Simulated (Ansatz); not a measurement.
# Tungsten, omega (AlB2-type) under BLYP: structure, energy and stiffness, part 2 of 2

The plan for tungsten in the omega (AlB2-type) structure: relax it, solve it on a dense k-mesh, then scale the cell to 7 volumes from 88 to 112 % of the relaxed one and try a fit of the equation of state. Spin polarisation is left out. The k-meshes are 8×8×11 for the relaxation; 10×10×16 for the dense run; 9×9×13 for the volumes.

Ansatz 0.2.0; DFT, BLYP, plane waves (420 eV) with PAW, scalar-relativistic.

## Step 3: The energy on a finer k-mesh

Input file input.yaml:

```yaml
crystal:
  lattice:
    - [4.7480039588, 0.0, 0.0]
    - [-2.3740019794, 4.1118920456, 0.0]
    - [0.0, 0.0, 2.6355339881]
  atoms:
    - { symbol: W, position: [1.0, 0.0, 0.0] }
    - { symbol: W, position: [0.3333333333, 0.6666666667, 0.5] }
    - { symbol: W, position: [0.6666666667, 0.3333333333, 0.5] }
hamiltonian:
  xc: blyp
  pseudopotentials:
    kind: paw
    azcp:
      W: "pseudopotentials/W.paw.azcp"
basis:
  ecutwfc: 420
  fft_grid_basis: typed
kpoints:
  mp_grid: { grid: [10, 10, 16], shift: [0, 0, 0] }
magnetization:
  spin_polarized: false
scf:
  occupations: { method: fermi_dirac, width: 0.1 }
```

Command:

```console
ansatz run input.yaml --threads 2 --pin off --max-ram 5120MiB --backend cpu --events-out ev --progress --plain --runs-dir out
```

The program printed, shortened:

```text
Warning: RAYON_NUM_THREADS=2 ignored (pool sized by the plan → 2); use --threads N
[...]
Pseudopotentials: kind: paw
Pseudopotential: W, paw, valence charge 14, recommended cutoff 420 eV (normal), <dir>
Functional definition: BLYP
[...]
Crystal: 3 atoms, lattice volume = 51.454 Å³
Basis set: ecut = 420 eV, 1011 PW (Γ), exchange–correlation on 64×64×36 points (8 copies of the dense FFT grid, shifted against one another)
Bands: 26, of which v1, the nominal top of the filled ones, is band 21 counted from 1 (20 counted from 0)
Symmetry: 24 space group operations
Space group: P6/mmm (ITA 191), of the structure as read, at distance tolerance 3.7e-5 Å
k-points: 126 of 1600
[...]
SCF iter   1: F=—  HF=-31225.397911 eV  |F-HF|=—  |Δ(HF+E_count)|=         —  Δρ=1.50e-2  dr2=1.25e-1  ethr=1.77e-3  ⟨swp⟩=5.0  Hψ=13254  notcnv=0
[...]
SCF iter   6: F=-31225.366581 eV  HF=-31225.366581 eV  |F-HF|=1.06e-8  |Δ(HF+E_count)|=   1.33e-7  Δρ=1.16e-5  dr2=6.34e-8  ethr=2.38e-10  ⟨swp⟩=3.0  Hψ=7563  notcnv=0
[...]
SCF converged after 6 iterations
Free energy (F): -31225.366581 eV
[...]
E sigma→0 (E₀):  -31225.305615 eV
Entropy (-TS):   -0.121932 eV (-40.644 meV/atom)
Fermi energy:    20.965692 eV
[...]
```

It took 7.2 s on 2 threads of AMD EPYC 7R43 (Zen 3), shared host; peak memory 0.49 GiB.

## Step 4: Volume × 0.88

Edit input.yaml of step 3 so:

```diff
@@ -2,5 +2,5 @@
   lattice:
-    - [4.7480039588, 0.0, 0.0]
-    - [-2.3740019794, 4.1118920456, 0.0]
-    - [0.0, 0.0, 2.6355339881]
+    - [4.5499360899, 0.0, 0.0]
+    - [-2.274968045, 3.9403602395, 0.0]
+    - [0.0, 0.0, 2.5255899769]
   atoms:
@@ -19,3 +19,3 @@
 kpoints:
-  mp_grid: { grid: [10, 10, 16], shift: [0, 0, 0] }
+  mp_grid: { grid: [9, 9, 13], shift: [0, 0, 0] }
 magnetization:
@@ -24 +24,4 @@
   occupations: { method: fermi_dirac, width: 0.1 }
+  lower_state_search: "off"
+output:
+  stress: true
```

Command:

```console
ansatz run input.yaml --threads 2 --pin off --max-ram 5120MiB --backend cpu --events-out ev --progress --plain --runs-dir out
```

The program printed, shortened:

```text
Warning: RAYON_NUM_THREADS=2 ignored (pool sized by the plan → 2); use --threads N
[...]
[... 3 set-up lines as earlier in the session ...]
[...]
Crystal: 3 atoms, lattice volume = 45.280 Å³
Basis set: ecut = 420 eV, 915 PW (Γ), exchange–correlation on 64×64×36 points (8 copies of the dense FFT grid, shifted against one another)
Bands: 26, of which v1, the nominal top of the filled ones, is band 21 counted from 1 (20 counted from 0)
[... 2 set-up lines as earlier in the session ...]
k-points: 84 of 1053
[...]
SCF iter   1: F=—  HF=-31224.669312 eV  |F-HF|=—  |Δ(HF+E_count)|=         —  Δρ=1.60e-2  dr2=1.22e-1  ethr=1.77e-3  ⟨swp⟩=5.0  Hψ=9291  notcnv=0
[...]
SCF iter   6: F=-31224.640406 eV  HF=-31224.640406 eV  |F-HF|=7.91e-9  |Δ(HF+E_count)|=   7.79e-8  Δρ=1.16e-5  dr2=4.05e-8  ethr=2.38e-10  ⟨swp⟩=5.0  Hψ=8086  notcnv=0
[...]
SCF converged after 6 iterations
Free energy (F): -31224.640406 eV
[...]
E sigma→0 (E₀):  -31224.586409 eV
Entropy (-TS):   -0.107994 eV (-35.998 meV/atom)
Fermi energy:    24.226802 eV
[...]
--- Stress (GPa, compression-positive) ---
       40.439546      -0.000000       0.000000
       -0.000000      40.439546       0.000000
        0.000000       0.000000      44.780828
  P = ⅓ Tr σ = 41.8866 GPa (418.866 kbar)
```

Wall time 4.7 s (2 threads of AMD EPYC 7R43 (Zen 3), shared host); peak memory 0.48 GiB.

## Step 5: Volume × 0.92

Edit input.yaml of step 4 so:

```diff
@@ -2,5 +2,5 @@
   lattice:
-    - [4.5499360899, 0.0, 0.0]
-    - [-2.274968045, 3.9403602395, 0.0]
-    - [0.0, 0.0, 2.5255899769]
+    - [4.6178555972, 0.0, 0.0]
+    - [-2.3089277986, 3.9991802581, 0.0]
+    - [0.0, 0.0, 2.5632909079]
   atoms:
```

Command:

```console
ansatz run input.yaml --threads 2 --pin off --max-ram 5120MiB --backend cpu --events-out ev --progress --plain --runs-dir out
```

The program printed, shortened:

```text
Warning: RAYON_NUM_THREADS=2 ignored (pool sized by the plan → 2); use --threads N
[...]
[... 3 set-up lines as earlier in the session ...]
[...]
Crystal: 3 atoms, lattice volume = 47.338 Å³
Basis set: ecut = 420 eV, 915 PW (Γ), exchange–correlation on 64×64×36 points (8 copies of the dense FFT grid, shifted against one another)
Bands: 26, of which v1, the nominal top of the filled ones, is band 21 counted from 1 (20 counted from 0)
[... 2 set-up lines as earlier in the session ...]
k-points: 84 of 1053
[...]
SCF iter   1: F=—  HF=-31225.097567 eV  |F-HF|=—  |Δ(HF+E_count)|=         —  Δρ=1.60e-2  dr2=1.34e-1  ethr=1.77e-3  ⟨swp⟩=5.0  Hψ=9026  notcnv=0
[...]
SCF iter   6: F=-31225.066080 eV  HF=-31225.066080 eV  |F-HF|=1.51e-8  |Δ(HF+E_count)|=   4.21e-8  Δρ=1.15e-5  dr2=4.10e-8  ethr=2.38e-10  ⟨swp⟩=5.0  Hψ=8166  notcnv=0
[...]
SCF converged after 6 iterations
Free energy (F): -31225.066080 eV
[...]
E sigma→0 (E₀):  -31225.010284 eV
Entropy (-TS):   -0.111593 eV (-37.198 meV/atom)
Fermi energy:    23.053660 eV
[...]
--- Stress (GPa, compression-positive) ---
       24.366441      -0.000000       0.000000
       -0.000000      24.366441       0.000000
        0.000000       0.000000      26.207894
  P = ⅓ Tr σ = 24.9803 GPa (249.803 kbar)
```

Run time: 5.7 s. Hardware: 2 threads of AMD EPYC 7R43 (Zen 3), shared host; peak memory 0.47 GiB.

## Step 6: Volume × 0.96

Edit input.yaml of step 5 so:

```diff
@@ -2,5 +2,5 @@
   lattice:
-    - [4.6178555972, 0.0, 0.0]
-    - [-2.3089277986, 3.9991802581, 0.0]
-    - [0.0, 0.0, 2.5632909079]
+    - [4.6838338769, 0.0, 0.0]
+    - [-2.3419169384, 4.0563191245, 0.0]
+    - [0.0, 0.0, 2.5999142975]
   atoms:
@@ -27 +27,5 @@
   stress: true
+  write_density: true
+  write_potential: true
+  elf: true
+  volumetric_format: npy
```

Command:

```console
ansatz run input.yaml --threads 2 --pin off --max-ram 5120MiB --backend cpu --events-out ev --progress --plain --runs-dir out
```

The program printed, shortened:

```text
Warning: RAYON_NUM_THREADS=2 ignored (pool sized by the plan → 2); use --threads N
[...]
[... 3 set-up lines as earlier in the session ...]
[...]
Crystal: 3 atoms, lattice volume = 49.396 Å³
Basis set: ecut = 420 eV, 951 PW (Γ), exchange–correlation on 64×64×36 points (8 copies of the dense FFT grid, shifted against one another)
Bands: 26, of which v1, the nominal top of the filled ones, is band 21 counted from 1 (20 counted from 0)
[... 2 set-up lines as earlier in the session ...]
k-points: 84 of 1053
[...]
SCF iter   1: F=—  HF=-31225.328356 eV  |F-HF|=—  |Δ(HF+E_count)|=         —  Δρ=1.57e-2  dr2=1.39e-1  ethr=1.77e-3  ⟨swp⟩=5.0  Hψ=8727  notcnv=0
[...]
SCF iter   6: F=-31225.295842 eV  HF=-31225.295842 eV  |F-HF|=4.21e-9  |Δ(HF+E_count)|=   3.28e-8  Δρ=1.07e-5  dr2=4.51e-8  ethr=2.38e-10  ⟨swp⟩=10.1  Hψ=15517  notcnv=0
[...]
SCF converged after 6 iterations
Free energy (F): -31225.295842 eV
[...]
E sigma→0 (E₀):  -31225.238264 eV
Entropy (-TS):   -0.115155 eV (-38.385 meV/atom)
Fermi energy:    21.972740 eV
[...]
--- Stress (GPa, compression-positive) ---
       11.288089       0.000000       0.000000
        0.000000      11.288089       0.000000
        0.000000       0.000000      11.227992
  P = ⅓ Tr σ = 11.2681 GPa (112.681 kbar)
--- Band table (eV; the first three rows and the last of 84) ---
  k-point 0: bands = ["-52.0074", "-51.7911", "-51.6921", "-16.3962", "-16.3962", "-16.3831", "-16.3831", "-15.6043", "-15.6041", "-15.6041", "-15.3794", "-15.2922", "12.9572", "16.8648", "18.5269", "19.5693", "19.5693", "19.6137", "19.6137", "19.6144", "21.6015", "21.6015", "24.0741", [...]
[...]
```

Wall time 7.1 s (2 threads of AMD EPYC 7R43 (Zen 3), shared host); peak memory 0.48 GiB.

Density in a lattice plane of the grid's cell (edges 4.68 and 4.68 Å, at 0.500 of the third edge), which holds W.

Values in e/Å³, 12 rows by 12 columns:
```
0.46 0.35 0.28 0.30 0.43 0.66 0.66 0.43 0.30 0.28 0.35 0.46
0.32 0.28 0.31 0.59 1.90 2.92 1.90 0.59 0.31 0.28 0.32 0.35
0.27 0.30 0.59 2.92 5.33 5.34 2.92 0.59 0.30 0.27 0.28 0.28
0.30 0.43 1.90 5.33 3.88 5.33 1.90 0.43 0.30 0.30 0.31 0.30
0.38 0.66 2.92 5.34 5.33 2.92 0.66 0.38 0.43 0.59 0.59 0.43
0.43 0.66 1.90 2.92 1.90 0.66 0.43 0.66 1.90 2.92 1.90 0.66
0.38 0.43 0.59 0.59 0.43 0.38 0.66 2.92 5.33 5.34 2.92 0.66
0.30 0.30 0.31 0.30 0.30 0.43 1.90 5.33 3.88 5.33 1.90 0.43
0.27 0.28 0.28 0.27 0.30 0.59 2.92 5.34 5.33 2.92 0.59 0.30
0.32 0.35 0.32 0.28 0.31 0.59 1.90 2.92 1.90 0.59 0.31 0.28
0.46 0.46 0.35 0.28 0.30 0.43 0.66 0.66 0.43 0.30 0.28 0.35
0.56 0.46 0.32 0.27 0.30 0.38 0.43 0.38 0.30 0.27 0.32 0.46
```
Columns run along the first of these edges and rows up along the second, over one cell in 12 and 12 even steps from the bottom left corner. Atoms in the plane (fractional): W at (0.33, 0.67), W at (0.67, 0.33).

ELF in the same plane.

Values, 12 rows by 12 columns:
```
0.37 0.38 0.44 0.38 0.27 0.30 0.30 0.28 0.38 0.44 0.38 0.37
0.40 0.44 0.32 0.25 0.57 0.68 0.57 0.25 0.32 0.44 0.40 0.38
0.48 0.38 0.25 0.70 0.58 0.59 0.70 0.25 0.38 0.48 0.44 0.44
0.46 0.27 0.57 0.58 0.01 0.58 0.57 0.27 0.46 0.38 0.32 0.38
0.41 0.30 0.68 0.59 0.58 0.68 0.30 0.41 0.27 0.25 0.25 0.28
0.40 0.30 0.57 0.70 0.57 0.30 0.40 0.30 0.57 0.70 0.57 0.30
0.41 0.28 0.25 0.25 0.27 0.41 0.30 0.68 0.58 0.59 0.68 0.30
0.46 0.38 0.32 0.38 0.46 0.27 0.57 0.58 0.01 0.58 0.57 0.27
0.48 0.44 0.44 0.48 0.38 0.25 0.70 0.59 0.58 0.70 0.25 0.38
0.40 0.38 0.40 0.44 0.32 0.25 0.57 0.68 0.57 0.25 0.32 0.44
0.37 0.37 0.38 0.44 0.38 0.28 0.30 0.30 0.27 0.38 0.44 0.38
0.38 0.37 0.40 0.48 0.46 0.41 0.40 0.41 0.46 0.48 0.40 0.37
```
Columns run along the first of these edges and rows up along the second, over one cell in 12 and 12 even steps from the bottom left corner. Atoms in the plane (fractional): W at (0.33, 0.67), W at (0.67, 0.33).

Both are smooth fields of the valence electrons: close to the nuclei they are not physical.

Maxima of ELF outside the ion cores: 0.49 between the atoms, 1.7 Å from W.

## Step 7: Volume × 1.0

Edit input.yaml of step 6 so:

```diff
@@ -2,5 +2,5 @@
   lattice:
-    - [4.6838338769, 0.0, 0.0]
-    - [-2.3419169384, 4.0563191245, 0.0]
-    - [0.0, 0.0, 2.5999142975]
+    - [4.7480039588, 0.0, 0.0]
+    - [-2.3740019794, 4.1118920456, 0.0]
+    - [0.0, 0.0, 2.6355339881]
   atoms:
@@ -27,5 +27 @@
   stress: true
-  write_density: true
-  write_potential: true
-  elf: true
-  volumetric_format: npy
```

Command:

```console
ansatz run input.yaml --threads 2 --pin off --max-ram 5120MiB --backend cpu --events-out ev --progress --plain --runs-dir out
```

The program printed, shortened:

```text
Warning: RAYON_NUM_THREADS=2 ignored (pool sized by the plan → 2); use --threads N
[...]
[... 3 set-up lines as earlier in the session ...]
[...]
Crystal: 3 atoms, lattice volume = 51.454 Å³
Basis set: ecut = 420 eV, 1011 PW (Γ), exchange–correlation on 64×64×36 points (8 copies of the dense FFT grid, shifted against one another)
Bands: 26, of which v1, the nominal top of the filled ones, is band 21 counted from 1 (20 counted from 0)
[... 2 set-up lines as earlier in the session ...]
k-points: 84 of 1053
[...]
SCF iter   1: F=—  HF=-31225.399302 eV  |F-HF|=—  |Δ(HF+E_count)|=         —  Δρ=1.52e-2  dr2=1.37e-1  ethr=1.77e-3  ⟨swp⟩=5.0  Hψ=8734  notcnv=0
[...]
SCF iter   6: F=-31225.366673 eV  HF=-31225.366673 eV  |F-HF|=8.09e-9  |Δ(HF+E_count)|=   8.79e-8  Δρ=7.79e-6  dr2=2.55e-8  ethr=2.38e-10  ⟨swp⟩=5.0  Hψ=8043  notcnv=0
[...]
SCF converged after 6 iterations
Free energy (F): -31225.366673 eV
[...]
E sigma→0 (E₀):  -31225.307079 eV
Entropy (-TS):   -0.119189 eV (-39.730 meV/atom)
Fermi energy:    20.973720 eV
[...]
--- Stress (GPa, compression-positive) ---
        0.651743       0.000000       0.000000
        0.000000       0.651743       0.000000
        0.000000       0.000000      -0.859284
  P = ⅓ Tr σ = 0.1481 GPa (1.481 kbar)
```

Wall time 5.5 s (2 threads of AMD EPYC 7R43 (Zen 3), shared host); peak memory 0.47 GiB.

## Step 8: Volume × 1.04

Edit input.yaml of step 7 so:

```diff
@@ -2,5 +2,5 @@
   lattice:
-    - [4.7480039588, 0.0, 0.0]
-    - [-2.3740019794, 4.1118920456, 0.0]
-    - [0.0, 0.0, 2.6355339881]
+    - [4.8104848602, 0.0, 0.0]
+    - [-2.4052424301, 4.1660020935, 0.0]
+    - [0.0, 0.0, 2.6702160441]
   atoms:
```

Command:

```console
ansatz run input.yaml --threads 2 --pin off --max-ram 5120MiB --backend cpu --events-out ev --progress --plain --runs-dir out
```

The program printed, shortened:

```text
Warning: RAYON_NUM_THREADS=2 ignored (pool sized by the plan → 2); use --threads N
[...]
[... 3 set-up lines as earlier in the session ...]
[...]
Crystal: 3 atoms, lattice volume = 53.512 Å³
Basis set: ecut = 420 eV, 1029 PW (Γ), exchange–correlation on 72×72×36 points (8 copies of the dense FFT grid, shifted against one another)
Bands: 26, of which v1, the nominal top of the filled ones, is band 21 counted from 1 (20 counted from 0)
[... 1 set-up line as earlier in the session ...]
Space group: P6/mmm (ITA 191), of the structure as read, at distance tolerance 3.8e-5 Å
k-points: 84 of 1053
[...]
SCF iter   1: F=—  HF=-31225.340269 eV  |F-HF|=—  |Δ(HF+E_count)|=         —  Δρ=1.45e-2  dr2=1.29e-1  ethr=1.77e-3  ⟨swp⟩=4.9  Hψ=8814  notcnv=0
[...]
SCF iter   6: F=-31225.308695 eV  HF=-31225.308695 eV  |F-HF|=8.51e-9  |Δ(HF+E_count)|=   1.19e-6  Δρ=1.13e-5  dr2=6.13e-8  ethr=2.38e-10  ⟨swp⟩=3.0  Hψ=8762  notcnv=0
[...]
SCF converged after 6 iterations
Free energy (F): -31225.308695 eV
[...]
E sigma→0 (E₀):  -31225.246862 eV
Entropy (-TS):   -0.123667 eV (-41.222 meV/atom)
Fermi energy:    20.047583 eV
[...]
--- Stress (GPa, compression-positive) ---
       -7.976016       0.000000       0.000000
        0.000000      -7.976016       0.000000
        0.000000       0.000000     -10.619301
  P = ⅓ Tr σ = -8.8571 GPa (-88.571 kbar)
```

Wall time 4.7 s (2 threads of AMD EPYC 7R43 (Zen 3), shared host); peak memory 0.48 GiB.

## Step 9: Volume × 1.08

Edit input.yaml of step 8 so:

```diff
@@ -2,5 +2,5 @@
   lattice:
-    - [4.8104848602, 0.0, 0.0]
-    - [-2.4052424301, 4.1660020935, 0.0]
-    - [0.0, 0.0, 2.6702160441]
+    - [4.8713835385, 0.0, 0.0]
+    - [-2.4356917693, 4.218741896, 0.0]
+    - [0.0, 0.0, 2.7040198358]
   atoms:
```

Command:

```console
ansatz run input.yaml --threads 2 --pin off --max-ram 5120MiB --backend cpu --events-out ev --progress --plain --runs-dir out
```

The program printed, shortened:

```text
Warning: RAYON_NUM_THREADS=2 ignored (pool sized by the plan → 2); use --threads N
[...]
[... 3 set-up lines as earlier in the session ...]
[...]
Crystal: 3 atoms, lattice volume = 55.571 Å³
Basis set: ecut = 420 eV, 1083 PW (Γ), exchange–correlation on 72×72×40 points (8 copies of the dense FFT grid, shifted against one another)
Bands: 26, of which v1, the nominal top of the filled ones, is band 21 counted from 1 (20 counted from 0)
[... 2 set-up lines as earlier in the session ...]
k-points: 84 of 1053
[...]
SCF iter   1: F=—  HF=-31225.176190 eV  |F-HF|=—  |Δ(HF+E_count)|=         —  Δρ=1.37e-2  dr2=1.19e-1  ethr=1.77e-3  ⟨swp⟩=4.9  Hψ=8865  notcnv=0
[...]
SCF iter   6: F=-31225.146500 eV  HF=-31225.146500 eV  |F-HF|=1.47e-8  |Δ(HF+E_count)|=   1.10e-6  Δρ=1.06e-5  dr2=5.62e-8  ethr=2.38e-10  ⟨swp⟩=3.0  Hψ=8734  notcnv=0
[...]
SCF converged after 6 iterations
Free energy (F): -31225.146500 eV
[...]
E sigma→0 (E₀):  -31225.082293 eV
Entropy (-TS):   -0.128414 eV (-42.805 meV/atom)
Fermi energy:    19.186608 eV
[...]
--- Stress (GPa, compression-positive) ---
      -14.951277       0.000000       0.000000
       -0.000000     -14.951277       0.000000
        0.000000       0.000000     -18.499779
  P = ⅓ Tr σ = -16.1341 GPa (-161.341 kbar)
```

Wall time 6.3 s (2 threads of AMD EPYC 7R43 (Zen 3), shared host); peak memory 0.49 GiB.

## Step 10: Volume × 1.12

Edit input.yaml of step 9 so:

```diff
@@ -2,5 +2,5 @@
   lattice:
-    - [4.8713835385, 0.0, 0.0]
-    - [-2.4356917693, 4.218741896, 0.0]
-    - [0.0, 0.0, 2.7040198358]
+    - [4.9307965103, 0.0, 0.0]
+    - [-2.4653982552, 4.2701950388, 0.0]
+    - [0.0, 0.0, 2.7369989377]
   atoms:
@@ -27 +27,5 @@
   stress: true
+  write_density: true
+  write_potential: true
+  elf: true
+  volumetric_format: npy
```

Command:

```console
ansatz run input.yaml --threads 2 --pin off --max-ram 5120MiB --backend cpu --events-out ev --progress --plain --runs-dir out
```

The program printed, shortened:

```text
Warning: RAYON_NUM_THREADS=2 ignored (pool sized by the plan → 2); use --threads N
[...]
[... 3 set-up lines as earlier in the session ...]
[...]
Crystal: 3 atoms, lattice volume = 57.629 Å³
Basis set: ecut = 420 eV, 1119 PW (Γ), exchange–correlation on 72×72×40 points (8 copies of the dense FFT grid, shifted against one another)
Bands: 26, of which v1, the nominal top of the filled ones, is band 21 counted from 1 (20 counted from 0)
[... 1 set-up line as earlier in the session ...]
Space group: P6/mmm (ITA 191), of the structure as read, at distance tolerance 3.9e-5 Å
k-points: 84 of 1053
[...]
SCF iter   1: F=—  HF=-31224.927721 eV  |F-HF|=—  |Δ(HF+E_count)|=         —  Δρ=1.30e-2  dr2=1.08e-1  ethr=1.77e-3  ⟨swp⟩=4.8  Hψ=8720  notcnv=0
[...]
SCF iter   6: F=-31224.900234 eV  HF=-31224.900234 eV  |F-HF|=1.55e-8  |Δ(HF+E_count)|=   1.08e-6  Δρ=1.12e-5  dr2=7.07e-8  ethr=2.38e-10  ⟨swp⟩=7.0  Hψ=14180  notcnv=0
[...]
SCF converged after 6 iterations
Free energy (F): -31224.900234 eV
[...]
E sigma→0 (E₀):  -31224.833578 eV
Entropy (-TS):   -0.133311 eV (-44.437 meV/atom)
Fermi energy:    18.384275 eV
[...]
--- Stress (GPa, compression-positive) ---
      -20.565510       0.000000       0.000000
       -0.000000     -20.565510       0.000000
        0.000000       0.000000     -24.849186
  P = ⅓ Tr σ = -21.9934 GPa (-219.934 kbar)
--- Band table (eV; the first three rows and the last of 84) ---
  k-point 0: bands = ["-55.7987", "-55.5616", "-55.5090", "-20.0369", "-20.0369", "-19.9515", "-19.9515", "-19.5284", "-19.4913", "-19.4913", "-19.3434", "-19.2834", "10.2167", "14.1018", "15.3364", "16.3211", "16.3211", "16.3863", "16.3863", "16.4370", "18.1457", "18.1457", "20.1639", [...]
[...]
```

Wall time 8.9 s (2 threads of AMD EPYC 7R43 (Zen 3), shared host); peak memory 0.49 GiB.

## Step 11: The equation of state

All volumes keep the relaxed shape and fractional coordinates.

```csv
V (Å³/atom),E − E₀ (meV/atom),P from the stress (GPa),P from the fit (GPa)
15.093,240.1,41.89,41.84
15.779,98.9,24.98,24.82
16.465,22.9,11.27,11.10
17.151,-0.1,0.15,-0.01
17.837,20.0,-8.86,-9.01
18.524,74.9,-16.13,-16.32
19.210,157.8,-21.99,-22.26
```

Fit (Birch-Murnaghan, third order): V₀ = 17.151 Å³/atom, B₀ = 249 GPa, B₀′ = 4.2, largest residual 0.09 meV/atom.

The fit is made to E(σ → 0), while the stress belongs to the free energy F; that is one source of the offset between the two pressures.

## Step 12: What came out

This closing draws on all 2 parts.

| quantity | value |
| --- | --- |
| space group (spins left aside) | P6/mmm (No. 191) |
| conventional cell | a = 4.748 Å, c = 2.636 Å (c/a = 0.555) |
| volume | 17.151 Å³/atom |
| shortest distance | 2.636 Å |
| gap on the mesh | none (levels filled in part) |
| relative to bcc | +484 meV/atom |
| V₀, B₀, B₀′ | 17.151 Å³/atom, 249 GPa, 4.2 |

The relaxation enlarged the cell by 8.2 % in volume. Against the reference form of tungsten (bcc, computed apart with the same settings) it stands 484 meV/atom higher. No gap shows: it is a metal or semimetal at this level. The fitted modulus is 249 GPa; letting shape and positions relax at each volume could only lower it. Relaxation kept the symmetry; phonons were not checked.
